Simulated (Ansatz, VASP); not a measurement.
# Te (linear Te chain): VASP beside Ansatz, part 2 of 2

One calculation is typed for both programs; each brings its own data sets. How far apart do they land? The cell is taken from a series of runs on this material, whose earlier steps may have relaxed, scaled, displaced or heated it; both programs get it as it stands.

VASP 6.6.1 and Ansatz 0.2.0.

So far: The starting structure; VASP: single point, PBE, pair 1; Ansatz: single point, PBE, pair 1; Comparison; VASP: single point, PBE, pair 2.

## (6) Ansatz: single point, PBE, pair 2

Level of this step: Ansatz beside VASP: Kohn-Sham DFT, plane waves, PBE (Ansatz).

The same cell, functional, mesh and smearing now go to Ansatz, which takes its cutoff from its data sets.

The cell is taken from a series of runs on this material, whose earlier steps may have relaxed, scaled, displaced or heated it; both programs get it as it stands.

File input.yaml:

```yaml
crystal:
  lattice:
    - [7.5, 0.0, 0.0]
    - [0.0, 7.5, 0.0]
    - [0.0, 0.0, 2.6424228311]
  atoms:
    - { symbol: Te, position: [0.5, 0.5, 0.0], spin: 0.3 }
magnetization:
  spin_polarized: true
kpoints:
  mp_grid: { grid: [1, 1, 31] }
scf:
  occupations: { method: fermi_dirac, width: 0.05 }
hamiltonian:
  xc: pbe
output:
  transmission:
    e_range: [-2, 2]
    de: 0.035
    kmesh: [1, 1]
    reduced_basis: true
    leads: [[0, 0]]
  stress: true
```

Command:

```sh
$ ansatz run input.yaml --threads 4 --pin off --max-ram 8192MiB --backend cpu --events-out ev --progress --plain --runs-dir out
```

Numbers of over 12 decimals in the logs are rounded to 6 here.

Log:

```text
[...]
Crystal: 1 atoms, lattice volume = 148.636 Å³
Basis set: ecut = 420 eV, 2929 PW (Γ)
Bands: 13, of which v1, the nominal top of the filled ones, is band 8 counted from 1 (7 counted from 0)
Symmetry: 16 space group operations
[...]
k-points: 16 of 31
[...]
Starting moments: Σ|m| = 0.3 μB on 1 of 1 site
[...]
--- Transmission ---
  basis      : 497 plane waves across, 4 finite elements along
  points     : 1, standing for a mesh of 1 x 1
[...]
crystal 0  : Te1, at the sites [0, 0], period 2.6424 Å: whole cells are its period
[...]
filled         : 50.5 meV over the level at which it is neutral
    channels       : 3.000000e0 up, 3.000000e0 down
[...]
[key lines of the parts left out:]
SCF converged after 13 iterations
Magnetization: 0.0000 μB (8.0000 up, 8.0000 down)
Free energy (F): -6979.235852 eV
Fermi energy:    -1.843840 eV
P = ⅓ Tr σ = 1.2007 GPa (12.007 kbar)
```

## (7) Differences

What differs besides the data sets and the points named for the pairs above, as far as they apply: the data sets hold 16 valence electrons in Ansatz (on its default PAW (the set named soft_2) files) and 6 in VASP. Total energies have different zeros and are not compared.

The two programs side by side:

```
      quantity  Ansatz  VASP  difference
pressure (GPa)    1.20  1.20        0.00
```

## (8) Ansatz: single point, PBE, pair 3

With cell and atoms fixed, the geometry can't cause a difference; cores, projectors, grids and the points listed under the comparison can. The cell compared in this pair holds 161.02 Å³, against 148.64 Å³ for the pair before.

The cell is taken from a series of runs on this material, whose earlier steps may have relaxed, scaled, displaced or heated it; both programs get it as it stands.

input.yaml: that of step 6 with these lines changed.

```diff
@@ -4,3 +4,3 @@
     - [0.0, 7.5, 0.0]
-    - [0.0, 0.0, 2.6424228311]
+    - [0.0, 0.0, 2.8626247337]
   atoms:
@@ -10,3 +10,3 @@
 kpoints:
-  mp_grid: { grid: [1, 1, 31] }
+  mp_grid: { grid: [1, 1, 28] }
 scf:
```

Log:

```text
[...]
Crystal: 1 atoms, lattice volume = 161.023 Å³
Basis set: ecut = 420 eV, 3145 PW (Γ)
Bands: 13, of which v1, the nominal top of the filled ones, is band 8 counted from 1 (7 counted from 0)
Symmetry: 16 space group operations
[...]
k-points: 15 of 28
[...]
Starting moments: Σ|m| = 0.3 μB on 1 of 1 site
[...]
--- Transmission ---
  basis      : 497 plane waves across, 4 finite elements along
  points     : 1, standing for a mesh of 1 x 1
[...]
crystal 0  : Te1, at the sites [0, 0], period 2.8626 Å: whole cells are its period
[...]
filled         : 18.7 meV under the level at which it is neutral
    channels       : 3.000000e0 up, 3.000000e0 down
[...]
[key lines of the parts left out:]
SCF converged after 14 iterations
Magnetization: -0.0000 μB (8.0000 up, 8.0000 down)
Free energy (F): -6979.268928 eV
Fermi energy:    -2.471390 eV
P = ⅓ Tr σ = -0.4941 GPa (-4.941 kbar)
```

## (9) VASP: single point, PBE, pair 3

The same cell, functional, mesh and smearing now go to VASP, with its own data sets.

File INCAR:

```
SYSTEM = Te
PREC = Accurate
ENCUT = 500
EDIFF = 1E-06
NELM = 200
ISMEAR = -1
SIGMA = 0.05
LREAL = .FALSE.
ALGO = Normal
GGA = PE
NBANDS = 9
ISPIN = 2
MAGMOM = -0
LORBIT = 11
LWAVE = .FALSE.
LCHARG = .FALSE.
ISIF = 2
LASPH = .TRUE.
GGA_COMPAT = .FALSE.
```

File POSCAR:

```
Te
1.0
    7.5000000000      0.0000000000      0.0000000000
    0.0000000000      7.5000000000      0.0000000000
    0.0000000000      0.0000000000      2.8626247337
Te
1
Direct
    0.5000000000      0.5000000000      0.0000000000
```

File KPOINTS:

```
Automatic mesh
0
Gamma
1 1 28
0 0 0
```

PAW data sets: Te (PBE family, release 64).

Command:

```sh
$ mpirun -np 1 vasp_std
```

Log:

```text
[... set-up lines as in an earlier step ...]
 entering main loop
       N       E                     dE             d eps       ncg     rms          rms(c)
DAV:   1     0.275775091231E+02    0.27578E+02   -0.17688E+03   540   0.415E+02
DAV:   2    -0.425305715756E+00   -0.28003E+02   -0.24834E+02   691   0.612E+01
DAV:   3    -0.242120155065E+01   -0.19959E+01   -0.19433E+01   655   0.218E+01
DAV:   4    -0.245473312442E+01   -0.33532E-01   -0.33521E-01   740   0.353E+00
[...]
DAV:  13    -0.245695038038E+01   -0.41196E-05   -0.30428E-07   547   0.256E-03    0.195E-03
DAV:  14    -0.245695447054E+01   -0.40902E-05   -0.34742E-07   546   0.238E-03    0.860E-04
DAV:  15    -0.245695472328E+01   -0.25275E-06   -0.78898E-09   554   0.478E-04
   1 F= -.24569547E+01 E0= -.24514740E+01  d E =-.109615E-01  mag=    -0.0000
```

Parts of OUTCAR (step 9):

```text
  Total        0.1603769      0.1603769     -1.8411534      0.0000000      0.0000000      0.0000000
  in kB        1.5957523      1.5957523    -18.3194997      0.0000000      0.0000000      0.0000000
  external PRESSURE =      -5.0426650 kB  Pullay stress =       0.0000000 kB

  FREE ENERGIE OF THE ION-ELECTRON SYSTEM (eV)
  ---------------------------------------------------
  free  energy   TOTEN  =        -2.4569547233 eV

  energy  without entropy=       -2.4459932251  energy(sigma->0) =       -2.45147397

 magnetization (x)
# of ion       s       p       d       tot
------------------------------------------
    1        0.000   0.000   0.000   0.000

[... 1 part as in an earlier step ...]

[... 3 further parts left out ...]
[key lines of the parts left out:]
E-fermi :  -3.0637
```

## (10) Comparison

What differs besides the data sets and the points named for the pairs above, as far as they apply: the data sets hold 16 valence electrons in Ansatz (on its default PAW (the set named soft_2) files) and 6 in VASP. Total energies have different zeros and are not compared.

The two programs side by side:

```
      quantity  Ansatz   VASP  difference
pressure (GPa)   -0.49  -0.50       +0.01
```

## (11) What came out

| Property | Result |
| --- | --- |
| difference in pressure (single point, PBE, pair 1) | -0.0089 GPa |
| difference in pressure (single point, PBE, pair 2) | -0.0042 GPa |
| difference in pressure (single point, PBE, pair 3) | 0.010 GPa |

In words: The difference in pressure is 0.010 GPa (single point, PBE, pair 3), within the 1 GPa picked in this series as the mark of a large difference. The data sets hold unlike numbers of valence electrons (16 in Ansatz and 6 in VASP), so part of the differences comes from the potentials. 5 further runs of this series are not shown here. Such differences can come from data sets, numerical settings and the points named under the comparisons, not from the functional's error against experiment.

[Lines on the potential files, build, host, timing and source positions are cut from VASP's logs without a mark.]

[Logs are printed without paths, hosts, clocks, repeated set-up lines and the standing remarks that a program may print on its own settings, such as how far it seeks lower states.]

[Hosts, paths, dates, database ids (printed as entryN), source tags and the programs' standing remarks are cut or masked in the printed files.]
